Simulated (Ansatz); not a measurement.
# C: the cost of one run

Method: DFT PBE+D3(BJ), scalar-relativistic, plane waves, PAW, in Ansatz 0.2.0.

1 further run of the same task is left out (set aside as unsound or not needed).

## 1. Starting point

The structure is hexagonal, space group P6/mmm (No. 191). Conventional cell: a = 2.456 Å, b = 2.456 Å, c = 8.524 Å, α = 90.00°, β = 90.00°, γ = 120.00°. Around C (site symmetry -6m2) lie 3 C at 1.42 Å.

As a file:

```
CELL_PARAMETERS angstrom
2.45617 0.00000 0.00000
-1.22809 2.12711 0.00000
0.00000 0.00000 8.52380
ATOMIC_POSITIONS crystal
C 0.33333 0.66667 0.00000
C 0.66667 0.33333 0.00000
```

The structure comes from the Materials Project (structure only).

(A quick probe on a coarse mesh, which set the mesh and smearing, is not shown.)

## 3. Full relaxation

Input file input.yaml:

```yaml
crystal:
  lattice:
    - [2.4561701622, 0.0, 0.0]
    - [-1.2280850811, 2.1271057565, 0.0]
    - [0.0, 0.0, 8.52380336]
  atoms:
    - { symbol: C, position: [0.33333333, 0.66666667, 0.0] }
    - { symbol: C, position: [0.66666667, 0.33333333, 0.0] }
basis:
  ecutwfc: 420
kpoints:
  mp_grid: { grid: [18, 18, 6] }
hamiltonian:
  xc: pbe
  dispersion: d3bj
scf:
  occupations: { method: gaussian, width: 0.1 }
output:
  forces: true
  stress: true
  eigenvalues: true
  write_density: true
  write_potential: true
  elf: true
  volumetric_format: npy
relax:
  adjacent_minimum: "off"
  f_tol: 0.005
  max_steps: 80
  cell: { stress_tol: 0.05 }
```

On the command line:

```
$ ansatz run input.yaml --threads 4 --pin off --max-ram 8192MiB --backend cpu --events-out ev --progress --plain --runs-dir out
```

What time and memory should one allow on 4 threads of Arm Neoverse V1, shared host?

About 36 s, with a peak of 0.37 GiB.
